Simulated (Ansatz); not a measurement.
Cs under changes of volume

One of the cells (123.104 Å³/atom); the others are scaled copies at fixed shape and fractional positions:

```
Cs
1.0
     0.00000    3.94834    3.94834
     3.94834    0.00000    3.94834
     3.94834    3.94834    0.00000
Cs
1
Direct
  0.00000 0.00000 0.00000
```

This isn't the form of Cs at room conditions, which is bcc.

* Program: Ansatz 0.2.0
* Functional: PBEsol
* Potentials or basis: all-electron LAPW, scalar-relativistic
* Cutoff: 43 eV (chosen from the basis error)
* Basis error allowed: 0.0005 eV/atom
* k mesh: 6 × 6 × 6
* Occupations: fermi-dirac, width 0.05 eV
* Spin: no spin polarisation

| volume (Å³/atom) | energy over the lowest point (meV/atom) | pressure (GPa) |
| --- | --- | --- |
| 115.718 | 0.00 | -0.1 |
| 118.180 | 1.56 | -0.1 |
| 120.642 | 3.65 | -0.2 |
| 123.104 | 6.21 | -0.2 |
| 125.566 | ? | ? |
| 128.028 | 12.60 | -0.2 |
| 130.490 | 16.34 | -0.3 |

What does the run at 125.566 Å³/atom give?

Energy over the lowest point 9.21 meV/atom; pressure -0.2 GPa.

Worked out: A Birch-Murnaghan fit of order 3 (a polynomial in V^(-2/3)) to the other rows has no minimum within the range. It gives 9.21 meV/atom at 125.566 Å³/atom, against the run's 9.21, and -dE/dV = -0.2 GPa, against -0.2.

Energies are extrapolated to zero smearing.
